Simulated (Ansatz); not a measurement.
# Hg (hcp type): the cost of one run

Program: Ansatz 0.2.0. Level of theory: DFT PBE, with the methods named in each step. These are calculated values, not measurements.

## (1) The structure to begin with

It takes space group P6_3/mmc (No. 194, hexagonal). Conventional cell: a = 3.598 Å, b = 3.598 Å, c = 5.583 Å, α = 90.00°, β = 90.00°, γ = 120.00°. Hg (site symmetry -6m2) has 12 Hg at 3.48 to 3.60 Å in its first shell of neighbours.

Coordinates:

```
Hg
1.0
     3.59761    0.00000    0.00000
    -1.79880    3.11562    0.00000
     0.00000    0.00000    5.58305
Hg
2
Direct
  0.33333 0.66667 0.25000
  0.66667 0.33333 0.75000
```

Whether this phase is the stable one at these pressures isn't tested.

Atoms are numbered in the order of the input: Hg1, Hg2.

## (2) The reference volume, LAPW

Contents of input.yaml:

```yaml
crystal:
  lattice:
    - [3.5976075976, 0.0, 0.0]
    - [-1.7988037988, 3.1156195723, 0.0]
    - [0.0, 0.0, 5.583045761]
  atoms:
    - { symbol: Hg, position: [0.3333333333, 0.6666666667, 0.25] }
    - { symbol: Hg, position: [0.6666666667, 0.3333333333, 0.75] }
kpoints:
  mp_grid: { grid: [14, 14, 8] }
  band_path:
    path:
      - [0.0, 0.0, 0.0]
      - [0.5, 0.0, 0.0]
      - [0.3333333333, 0.3333333333, 0.0]
      - [0.0, 0.0, 0.0]
      - [0.0, 0.0, 0.5]
      - [0.5, 0.0, 0.5]
      - [0.3333333333, 0.3333333333, 0.5]
      - [0.0, 0.0, 0.5]
      - [0.5, 0.0, 0.5]
    npoints: 14
scf:
  occupations: { method: fermi_dirac, width: 0.05 }
hamiltonian:
  xc: pbe
  pseudopotentials: { kind: all_electron, lapw: { basis_error: 0.001 } }
output:
  forces: true
  stress: true
  eigenvalues: true
  populations: true
  dos: { projected: true, de: 0.2, e_range: [-14, 8] }
```

On the command line:

```sh
$ ansatz run input.yaml --threads 1 --pin off --max-ram 2048MiB --backend cpu --events-out ev --progress --plain --runs-dir out
```

**Question.** How long does this run take on 1 thread of Arm Neoverse V2, shared host, and how much memory does it need?

About 39 s, with a peak of 0.49 GiB.
